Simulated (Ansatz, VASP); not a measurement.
## Ga in VASP and in Ansatz

Contents of INCAR:

```
ALGO = Normal
EDIFF = 1E-6
ENCUT = 520
GGA = PE
ISIF = 2
ISMEAR = -1
LASPH = True
LCHARG = True
LELF = True
LREAL = False
LVHAR = True
LWAVE = False
NBANDS = 20
NELM = 60
PREC = Accurate
SIGMA = 0.05
```

File KPOINTS:

```
k-points
0
Gamma
  11 11 11
```

POSCAR

```
Ga
1.0
    0.0000000000      2.7059606877      2.7059606877
    2.7059606877      0.0000000000      2.7059606877
    2.7059606877      2.7059606877      0.0000000000
Ga
2
Direct
   -0.1250000000     -0.1250000000     -0.1250000000
    0.1250000000      0.1250000000      0.1250000000
```

Input for Ansatz:

```yaml
crystal:
  lattice:
    - [0.0, 2.7059606877, 2.7059606877]
    - [2.7059606877, 0.0, 2.7059606877]
    - [2.7059606877, 2.7059606877, 0.0]
  atoms:
    - { symbol: Ga, position: [-0.125, -0.125, -0.125] }
    - { symbol: Ga, position: [0.125, 0.125, 0.125] }
kpoints:
  mp_grid: { grid: [11, 11, 11] }
scf:
  occupations: { method: fermi_dirac, width: 0.05 }
hamiltonian:
  xc: pbe
  pseudopotentials: { kind: all_electron, lapw: { basis_error: 0.001 } }
output:
  forces: true
  stress: true
  eigenvalues: true
  populations: true
```

Change from the starting cell: volume scaled by 0.78, LAPW.

Alike in both runs: task single point; functional PBE; k mesh 11 × 11 × 11; occupations fermi-dirac, width 0.05 eV; no spin polarisation.

|  | VASP | Ansatz |
| --- | --- | --- |
| version | VASP 6.6.1 | Ansatz 0.2.0 |
| potentials or method | VASP PAW PBE potentials, release 64 (Ga_d) | all-electron LAPW, scalar-relativistic |
| plane-wave cutoff (eV) | 520 | see its input |

Ansatz gave:

* pressure (GPa): 16.4

Q: Which values does VASP return?

A: Pressure (GPa): 16.6.

Ansatz ran all-electron here, so the differences hold the error of VASP's frozen core and of both bases.

Caveats: so large a pressure means that the cell lies far from this level's equilibrium, or that cutoff or potentials fall short (VASP).
